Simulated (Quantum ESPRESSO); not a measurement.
Runs of Quantum ESPRESSO 7.5 on AlNi. It takes space group Pm-3m (No. 221, cubic). Conventional cell: a = 2.881 Å, b = 2.881 Å, c = 2.881 Å, α = 90.00°, β = 90.00°, γ = 90.00°. Ni (site symmetry m-3m) is surrounded by 8 Al at 2.50 Å. Al (site symmetry m-3m) is surrounded by 8 Ni at 2.50 Å. 

```tsv
task	level	potentials or basis	cutoff (eV)	form of the LDA correlation	gap on the mesh (eV)	pressure (GPa)	moment (μB)	V0 of scaled cells (Å³/atom)	B0 (GPa)
band structure	rev-vdW-DF2	PseudoDojo 0.4.1 SR PBE standard	1333	-	none	(a)	0.00	-	-
equation of state	PBEsol	PseudoDojo 0.4.1 SR PBEsol standard	1333	-	-	-	-	11.72	173
band structure	LDA	GBRV 1.5 LDA	612	PZ81	none	(b)	0.00	-	-
equation of state	LDA	PseudoDojo 0.4.1 SR LDA standard	1333	PW92	-	-	-	11.32	186
```

Alike in all rows: spin collinear, ferromagnetic start; cell as given; k mesh 9 × 9 × 9; smearing fermi-dirac 0.05 eV.

Question: Fill in the values left out.

Answer: (a) -0.1; (b) -8.5.

Caveats: the potentials were made for another functional, which shifts forces and pressure (some runs).

A gap of «none» marks a metal or a gap under the smearing width.
